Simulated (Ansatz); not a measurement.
CuCl2 in Ansatz: the effect of functional

Crystal: CuCl2.

```
CELL_PARAMETERS angstrom
4.58014 0.00000 0.00000
0.00000 4.58014 0.00000
0.00000 0.00000 4.37453
ATOMIC_POSITIONS crystal
Cu 0.00000 0.00000 0.00000
Cl 0.00000 0.50000 0.00000
Cl 0.50000 0.00000 0.00000
```

Measurements of this composition are mostly on another form, of space group No. 12.

The cell isn't the ideal one: volume scaled by 1.04.

Alike in all runs:

```yaml
Program: Ansatz 0.2.0
Task: single point
Potentials_or_basis: Ansatz PAW
k_mesh: 6 × 6 × 6
Occupations: fermi-dirac, width 0.05 eV
Spin: no spin polarisation
```

| functional | cutoff | pressure (GPa) |
| --- | --- | --- |
| LDA | 420 eV (not typed: the program's choice for these potentials) | ? |
| PBEsol | 420 eV (not typed: the program's choice for these potentials) | -2.7 |
| r2SCAN | 500 eV (not typed: the program's choice for these potentials) | -2.0 |

Question: What does the run with functional LDA give?

Answer: Pressure -4.3 GPa.

Caveats: an odd number of electrons without spin polarisation forces a metal; a magnetic or distorted state may lie lower; the run has no spin polarisation, though such a crystal can be magnetic; the PAW data sets come from PBE, with cores solved anew for the run's functional, which leaves a small shift of forces and pressure; this functional lacks dispersion, which binds the layers, so the pressure and a relaxed spacing across them are unreliable (some runs).
